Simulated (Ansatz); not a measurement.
Crystal: MgO2.

```
Mg O
1.0
     1.60476    0.92651    3.49398
    -1.60476    0.92651    3.49398
     0.00000   -1.85302    3.49398
Mg O
1 2
Cartesian
  0.0000 0.0000 0.0000
  0.0000 0.0000 5.9874
  0.0000 0.0000 4.4945
```

The cell comes from a database or a generator and needn't be the stable form of this composition.

```yaml
Program: Ansatz 0.2.0
Task: relaxation of cell and atoms
Functional: PBEsol
Potentials_or_basis: JTH PAW
Cutoff: "1380 eV (not typed: the program's choice for these potentials)"
k_mesh: 10 × 10 × 10
Occupations: fermi-dirac, width 0.05 eV
Spin: no spin polarisation
```

At the start: volume 10.39 Å³/atom.

**Question.** How do energy, volume and symmetry change on relaxing?

**Answer.** It ends after 5 steps and the volume is 10.01 Å³/atom (-3.7 %); space group R-3m (No. 166, to 0.05 Å).

The path:
```csv
step,energy change (eV),largest force (eV/Å),volume (Å³)
1,0.0000,0.3601,31.17
2,-0.0133,0.1953,30.66
3,-0.0195,0.0126,29.98
4,-0.0195,0.0010,30.03
5,-0.0192,0.0011,30.03
```

Final structure:
```
CELL_PARAMETERS angstrom
1.58337 0.91416 3.45787
-1.58337 0.91416 3.45787
0.00000 -1.82832 3.45787
ATOMIC_POSITIONS crystal
Mg 0.00000 0.00000 0.00000
O 0.57073 0.57073 0.57073
O 0.42927 0.42927 0.42927
```

Caveat: the plane-wave basis is chosen anew once the cell has moved, so the energies of steps on either side of that aren't comparable.
